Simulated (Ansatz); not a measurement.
# Zr: a relaxation

Aim: a sound relaxation of Zr.

This is Zr in the bcc structure; at room conditions it is hcp.

Computed with Ansatz 0.2.0 (DFT, PBE, PAW with Ansatz's default frozen-core files, scalar-relativistic, unless a step's input says otherwise).

## 1. The starting structure

The structure is cubic, space group Im-3m (No. 229). Conventional cell: a = 3.546 Å, b = 3.546 Å, c = 3.546 Å, α = 90.00°, β = 90.00°, γ = 90.00°. Around Zr (site symmetry m-3m) lie 8 Zr at 3.07 Å.

As a file:

```cif
data_structure
_symmetry_space_group_name_H-M 'Im-3m'
_symmetry_Int_Tables_number 229
_cell_length_a 3.5455
_cell_length_b 3.5455
_cell_length_c 3.5455
_cell_angle_alpha 90.000
_cell_angle_beta 90.000
_cell_angle_gamma 90.000
_cell_volume 44.57
loop_
_atom_site_label
_atom_site_type_symbol
_atom_site_symmetry_multiplicity
_atom_site_Wyckoff_symbol
_atom_site_fract_x
_atom_site_fract_y
_atom_site_fract_z
_atom_site_occupancy
Zr1 Zr 2 a 0.00000 0.00000 0.00000 1
```

## 2. Running it

input.yaml reads:

```yaml
crystal:
  lattice:
    - [-1.7727566677, 1.7727566677, 1.7727566677]
    - [1.7727566677, -1.7727566677, 1.7727566677]
    - [1.7727566677, 1.7727566677, -1.7727566677]
  atoms:
    - { symbol: Zr, position: [0.0, 0.0, 0.0] }
kpoints:
  mp_grid: { grid: [13, 13, 13] }
scf:
  occupations: { method: fermi_dirac, width: 0.05 }
  max_iter: 50
hamiltonian:
  xc: pbe
  pseudopotentials: { kind: paw }
output:
  forces: true
  stress: true
  efg: { contact_densities: true }
relax:
  f_tol: 0.005
  max_steps: 80
  cell: {}
  max_displacement: 2.0
```

Run with:

```sh
> ansatz run input.yaml --threads 1 --pin off --max-ram 2048MiB --backend cpu --events-out ev --progress --plain --runs-dir out
```

What happens when this is run?

The run converged and reported no error, with warnings (gradients without spin orbit). That alone doesn't make the input a sound one.

Look at the input: relax.max_displacement is 2.0. What could go wrong: steps too long. It still converged here, which does not make the setting sound.

To check: delete relax.max_displacement (the default then holds).
